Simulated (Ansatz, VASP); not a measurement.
**SiO2: VASP beside Ansatz**

The input INCAR:

```
SYSTEM = SiO2
PREC = Accurate
ENCUT = 520
EDIFF = 1E-7
ISMEAR = 0
SIGMA = 0.05
LREAL = .False.
LASPH = .True.
NELM = 100
ALGO = Normal
ISIF = 2
LWAVE = .False.
LCHARG = .True.
LELF = .True.
LVHAR = .True.
NBANDS = 25
```

The input KPOINTS:

```
Automatic mesh
0
Gamma
  6 6 10
  0 0 0
```

POSCAR

```
SiO2
1.0
    4.1203580013      0.0000000000      0.0000000000
    0.0000000000      4.1203580013      0.0000000000
    0.0000000000      0.0000000000      3.0527732432
Si O
2 4
Direct
    0.5000000000      0.5000000000      0.5000000000
    0.0000000000      0.0000000000      0.0000000000
    0.6944252994      0.6944252994      0.0000000000
    0.1944252994      0.8055747006      0.5000000000
    0.3055747006      0.3055747006      0.0000000000
    0.8055747006      0.1944252994      0.5000000000
```

Input for Ansatz:

```yaml
crystal:
  lattice:
    - [4.1203580013, 0.0, 0.0]
    - [0.0, 4.1203580013, 0.0]
    - [0.0, 0.0, 3.0527732432]
  atoms:
    - { symbol: Si, position: [0.5, 0.5, 0.5] }
    - { symbol: Si, position: [0.0, 0.0, 0.0] }
    - { symbol: O, position: [0.6944252994, 0.6944252994, 0.0] }
    - { symbol: O, position: [0.1944252994, 0.8055747006, 0.5] }
    - { symbol: O, position: [0.3055747006, 0.3055747006, 0.0] }
    - { symbol: O, position: [0.8055747006, 0.1944252994, 0.5] }
basis:
  ecutwfc: 520.0
kpoints:
  mp_grid: { grid: [6, 6, 10] }
hamiltonian:
  xc: lda
  pseudopotentials: { kind: paw, azcp: { folder: soft_1 } }
scf:
  occupations: { method: gaussian, width: 0.05 }
output:
  forces: true
  stress: true
  eigenvalues: true
  write_density: true
  write_potential: true
  elf: true
  volumetric_format: npy
```

Alike in both runs: task single point; functional LDA; k mesh 6 × 6 × 10; occupations gaussian, width 0.05 eV; no spin polarisation.

```csv
,VASP,Ansatz
version,VASP 6.6.1,Ansatz 0.2.0
potentials or method,"VASP PAW LDA potentials, release 64 (Si, O)","scalar-relativistic, plane waves, PAW"
plane-wave cutoff (eV),520,520
valence electrons in the cell,32,32
```

```csv
,VASP,Ansatz,Ansatz less VASP
gap on the k mesh at the Fermi level (eV),3.28,3.28,+0.002
least direct gap on the mesh (eV),3.28,3.28,+0.002
rms of the force components (eV/Å),0.279,0.290,+0.0106
```

Atom by atom the forces differ by 0.011 eV/Å (rms over components). Ansatz warned: «pseudo_functional_mismatch».
